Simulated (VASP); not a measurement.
Set up this calculation in VASP 6.6.1, as the native input.

- Task: single point
- Functional: PBE
- Potentials or basis: VASP PAW PBE potentials, release 64 (Se)
- Cutoff: 520 eV
- k mesh: 6 × 6 × 6
- Occupations: gaussian, width 0.02 eV
- Spin: no spin polarisation
- Dipole correction: no
- Further INCAR settings: ALGO = Fast; EDIFF = 1e-06; NBANDS = 16

The structure of Se lies in POSCAR:

```
Se
1.0
    4.4396310354      0.0261974915     -0.8659852455
    0.0161471949      5.0371679848      0.3035531866
   -1.4392737345     -0.2462437701      4.2582817765
Se
3
Direct
    0.8430754592      0.6634239208      0.5337158923
    1.0607750570      0.3298925836      0.9717063752
    0.6244650800      0.9962142882      0.7541258655
```

The cell was built by a generator and needn't be a form met in nature.

The cell isn't the ideal one: random cell without symmetry.

These files were run (other wordings do the same):

INCAR

```
ALGO     = Fast           # electronic algorithm
EDIFF    = 1E-6           # SCF threshold, eV
ENCUT    = 520            # plane-wave cutoff, eV
GGA      = PE             # functional
ISIF     = 2              # what is computed and relaxed
ISMEAR   = 0              # smearing method
LASPH    = True           # aspherical terms in the spheres
LCHARG   = True           # write CHGCAR
LELF     = True           # ELF
LREAL    = False          # projectors in reciprocal space
LVHAR    = True         
LWAVE    = False          # write WAVECAR
NBANDS   = 16             # bands
NELM     = 100            # most SCF steps
PREC     = Accurate       # precision mode
SIGMA    = 0.02           # smearing width, eV
```

KPOINTS

```
k-points
0
Gamma
  6 6 6
```

Potentials or basis: VASP PAW PBE potentials, release 64 (Se).

The run is started by

```bash
$ cat potpaw_PBE.64/Se/POTCAR > POTCAR
$ mpirun -np 1 vasp_std > vasp.out
```

Results of the run:

```yaml
Pressure: 0.1 GPa
Largest_force: 0.028 eV/Å
Band_gap_on_the_k_mesh: 1.01 eV, indirect (least direct gap 1.23 eV)
```

It took 100 s on 1 thread of Intel(R) Xeon(R) Platinum 8259CL CPU @ 2.50GHz (Skylake/Cascade Lake), with other jobs on the host, peak memory 0.29 GiB.
